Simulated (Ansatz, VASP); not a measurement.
**PtSe in VASP and in Ansatz**

```xyz
2
Lattice="3.7019 0.0000 0.0000 -1.8509 3.2059 0.0000 0.0000 0.0000 3.6128" Properties=species:S:1:pos:R:3 pbc="T T T"
Pt    0.0000    0.0000    0.0000
Se    1.8509    1.0686    1.8064
```

The cell comes from a database or a generator and needn't be the stable form of this composition.

Alike in both runs: task single point; functional PBEsol; k mesh 6 × 6 × 5; occupations gaussian, width 0.05 eV; collinear spin; Hubbard terms Pt d U = 6.0 eV.

|  | VASP | Ansatz |
| --- | --- | --- |
| version | VASP 6.6.1 | Ansatz 0.2.0 |
| potentials or method | VASP PAW PBE potentials, release 64 (Pt, Se), cutoff 520 eV | all-electron LAPW, scalar-relativistic |

```csv
,VASP,Ansatz,Ansatz less VASP
gap on the k mesh at the Fermi level (eV),none,none,-
pressure (GPa),-19.2,-15.4,+3.78
largest component of the traceless stress (GPa),4.10,3.26,-0.847
net moment per atom (μB),0.00,0.00,0.000
```

The programs project onto different local orbitals, so the same U acts differently. A gap of «none» marks a metal or a gap that the smearing closes. Ansatz ran all-electron here, so the differences hold the error of VASP's frozen core and of both bases.

Caveats: the PAW data sets were made with another functional, which shifts forces and pressure a little (VASP); the k mesh is thin for a metal, which can move the energy by tens of meV per atom (Ansatz); U is the effective U less J, on atomic orbitals that reach past the spheres (Ansatz); the starting moments weren't kept (Ansatz). The state reached can hang on the start; a lower one may exist. The runs have no spin-orbit coupling, so splittings on Pt are missing.
